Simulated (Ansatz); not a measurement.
# Ni: a line through an energy map

The task here is to estimate one member of a computed series from the others.

Method: DFT PBE, scalar-relativistic, plane waves, PAW, in Ansatz 0.2.0.

1 further run of the same task is left out (set aside as unsound or not needed).

## The starting structure

The structure is cubic, space group Fm-3m (No. 225). The conventional cell has a = 3.518 Å, b = 3.518 Å, c = 3.518 Å, α = 90.00°, β = 90.00°, γ = 90.00°. Ni (site symmetry m-3m) is surrounded by 12 Ni at 2.49 Å.

Coordinates:

```xyz
1
Lattice="0.0000 1.7590 1.7590 1.7590 0.0000 1.7590 1.7590 1.7590 0.0000" Properties=species:S:1:pos:R:3 pbc="T T T"
Ni    0.0000    0.0000    0.0000
```

It is the result of an earlier relaxation at this level (volume 10.89 Å³/atom; gap on the mesh: none (metal), site moments up to 0.7 μB).

## Plan of the line

The energy is mapped over two homogeneous strains (x along [1 0 0], y along [0 1 0], z along [0 0 1] of the conventional cell).

First coordinate, strain +e along x and -e along y: 7 values from −11.0 %. Second coordinate, strain +e along z and -e/2 along x and y: 7 values from −15 to 15 %.

Nothing else is relaxed (symmetry fixes all fractional coordinates). Energies count from the relaxed crystal. Points are written as (first, second).

Set-up of the first run:

input.yaml

```yaml
crystal:
  lattice:
    - [0.0, 1.8909753312, 1.4951897967]
    - [1.8909753312, 0.0, 1.4951897967]
    - [1.8909753312, 1.8909753312, 0.0]
  atoms:
    - { symbol: Ni, position: [0.0, 0.0, 0.0], spin: 0.75 }
basis:
  ecutwfc: 520.0
kpoints:
  mp_grid: { grid: [22, 22, 22] }
hamiltonian:
  xc: pbe
scf:
  occupations: { method: gaussian, width: 0.15 }
output:
  forces: true
  stress: true
  eigenvalues: true
  populations: true
magnetization:
  spin_polarized: true
```

The run is started by

```
$ ansatz run input.yaml --threads 1 --pin off --max-ram 2048MiB --backend cpu --events-out ev --progress --plain --runs-dir out
```

Among the steps run: Grid point (0.0 %, −15 %); The run at (0.0 %, −10 %); Point (0.0 %, −5 %); The run at (0.0 %, 5 %); The run at (0.0 %, 10 %); Point (0.0 %, 15 %).

One table of the session follows, with a row left open; its other results are not shown here.

| strain +e along z and -e/2 along x and y (%) | energy (meV/atom) | slope (meV/atom per %) | pressure (GPa) | magnetic moment (μB per cell) | absolute magnetic moment (μB per cell) |
| --- | --- | --- | --- | --- | --- |
| −15 | 83 | −6.9 | 5.4 | 0.579 | 0.651 |
| −10 | ? | ? | ? | ? | ? |
| −5 | 14 | −5.0 | 0.9 | 0.636 | 0.726 |
| 0 | 0 | 0.0 | 0.2 | 0.644 | 0.736 |
| 5 | 17 | 7.1 | 1.0 | 0.635 | 0.725 |
| 10 | 74 | 15.6 | 3.6 | 0.612 | 0.694 |
| 15 | 173 | 24.6 | 8.1 | 0.550 | 0.617 |

**Question.** Estimate the row for strain +e along z and -e/2 along x and y (%) = −10.

Worked estimate for «energy (meV/atom)». A straight line through the neighbours (−15, 83) and (−5, 14) gives 83 + (14 − 83) × (−10 − −15) / (−5 − −15) = 48; a parabola fitted to 3 rows on both sides gives 42.

As computed: energy (meV/atom): 46; slope (meV/atom per %): −7.5; pressure (GPa): 2.7; magnetic moment (μB per cell): 0.616; absolute magnetic moment (μB per cell): 0.699. In «energy (meV/atom)» the line misses by +2 and the parabola by -4.

Energies count from the relaxed crystal. Rows without a step come from runs not printed here or follow by symmetry. Slopes come from the forces (and the stress, where the cell changes), not from differences of energies.

**Reading.** The lowest point of the line is at 0 %, 0 meV/atom from the zero. A fit to energies and slopes at the lowest point and its two neighbours puts the minimum at 0.0 %, with a curvature of about 1.2 meV/atom per %². Divided by the reference volume, that is a stiffness of about 180 GPa for this pattern of strain. The well is lopsided: two grid steps out, the energy rises by 46 meV/atom towards smaller values and 74 meV/atom towards larger ones. The highest point computed, at 15 %, lies 173 meV/atom above the lowest. This is one cut through a surface in two coordinates; it holds the lowest point sampled, which need not be a minimum.
